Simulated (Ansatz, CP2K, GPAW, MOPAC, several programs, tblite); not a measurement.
# MgO from cheap methods to r2SCAN

Aim: run MgO through methods of unlike cost and see what each gets, and at what price.

Method: no spin polarisation, static lattice; gaps from single points on the cell relaxed beforehand with r²SCAN, in MOPAC, tblite, CP2K, GPAW, Ansatz (versions at each run).

**1. The system as given**

The structure is hexagonal, space group P6_3/mmc (No. 194). Conventional cell: a = 2.923 Å, b = 2.923 Å, c = 5.092 Å, α = 90.00°, β = 90.00°, γ = 120.00°. Mg (site symmetry -3m) is surrounded by 6 O at 2.11 Å. Around O (site symmetry -6m2) lie 6 Mg at 2.11 Å.

Coordinates:

```
Mg O
1.0
     2.92306    0.00000    0.00000
    -1.46153    2.53144    0.00000
     0.00000    0.00000    5.09210
Mg O
2 2
Direct
  0.00000 0.00000 0.00000
  0.00000 0.00000 0.50000
  0.33333 0.66667 0.25000
  0.66667 0.33333 0.75000
```

The structure type (NiAs) is imposed and need not be the compound's stable one.

**Question.** The methods are PM6, PM7, GFN1-xTB (tblite), GFN2-xTB (tblite), PBE/DZVP, PBE/single-zeta, PBE/SZV, coarse PBE, GLLB-SC, PBE, r2SCAN. What gap does r2SCAN give on this cell, and which other methods (full PBE left aside) come nearest to r2SCAN and farthest in gap?

| quantity | value |
| --- | --- |
| r2SCAN | gap 5.34 eV, 9.42 Å³/atom, B₀ 162 GPa |
| gap: nearest and farthest of the other methods | coarse PBE (-0.99 eV), GFN1-xTB (tblite) (-5.31 eV) |

For the gap, of the 9 methods compared (full PBE left aside), coarse PBE comes nearest to r2SCAN and GFN1-xTB (tblite) is farthest. A minimal basis or a coarse cutoff and mesh shifts results by its own error, so closeness to r2SCAN can be chance. Cluster runs see only the k-points that fold onto the zone centre, so their gaps can miss the band edges. GLLB-SC is compared with its derivative discontinuity added. No volume is given for PM6, PM7, GFN1-xTB (tblite), GFN2-xTB (tblite), PBE/DZVP, PBE/single-zeta, PBE/SZV, coarse PBE, which can hide a larger miss. CPU times run from 0.53 s (coarse PBE) to 67 s (PBE/single-zeta). On this cell PM6, PM7, GFN1-xTB (tblite), GFN2-xTB (tblite), PBE/DZVP, PBE/single-zeta, PBE/SZV, GLLB-SC cost more than r2SCAN itself (4.7 s), so they are no saving here. r2SCAN is a yardstick, not the truth: it usually gives gaps below the measured ones.
